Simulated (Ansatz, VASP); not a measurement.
# One calculation of Se, two programs

The input INCAR:

```
PREC = Accurate
ENCUT = 520
EDIFF = 1E-6
ISMEAR = 0
SIGMA = 0.1
LREAL = F
LASPH = T
NELM = 60
ALGO = Normal
ISIF = 2
LWAVE = F
LCHARG = F
GGA = PE
NBANDS = 9
```

Contents of KPOINTS:

```
Automatic mesh
0
Gamma
  14 14 14
```

Contents of POSCAR:

```
Se
1.0
    2.8831598628      0.0000000000      0.0000000000
    0.0000000000      2.8831598628      0.0000000000
    0.0000000000      0.0000000000      2.8831598628
Se
1
Direct
    0.0000000000      0.0000000000      0.0000000000
```

Input for Ansatz:

```yaml
crystal:
  lattice:
    - [2.8831598628, 0.0, 0.0]
    - [0.0, 2.8831598628, 0.0]
    - [0.0, 0.0, 2.8831598628]
  atoms:
    - { symbol: Se, position: [0.0, 0.0, 0.0] }
basis:
  ecutwfc: 420
kpoints:
  mp_grid: { grid: [14, 14, 14] }
hamiltonian:
  xc: pbe
scf:
  occupations: { method: gaussian, width: 0.1 }
output:
  forces: true
  stress: true
  eigenvalues: true
  write_density: true
  write_potential: true
  elf: true
  volumetric_format: npy
```

Alike in both runs: task single point; functional PBE; k mesh 14 × 14 × 14; occupations gaussian, width 0.1 eV; no spin polarisation.

|  | VASP | Ansatz |
| --- | --- | --- |
| version | VASP 6.6.1 | Ansatz 0.2.0 |
| potentials or method | VASP PAW PBE potentials, release 64 (Se) | scalar-relativistic, plane waves, PAW |
| plane-wave cutoff (eV) | 520 | 420 |
| valence electrons in the cell | 6 | 16 |

```csv
,VASP,Ansatz,Ansatz less VASP
gap on the k mesh at the Fermi level (eV),none,none,-
pressure (GPa),-3.5,-3.5,-0.01
```

A gap of «none» marks a metal or a gap that the smearing closes. The two sets of potentials don't hold the same shells in valence.
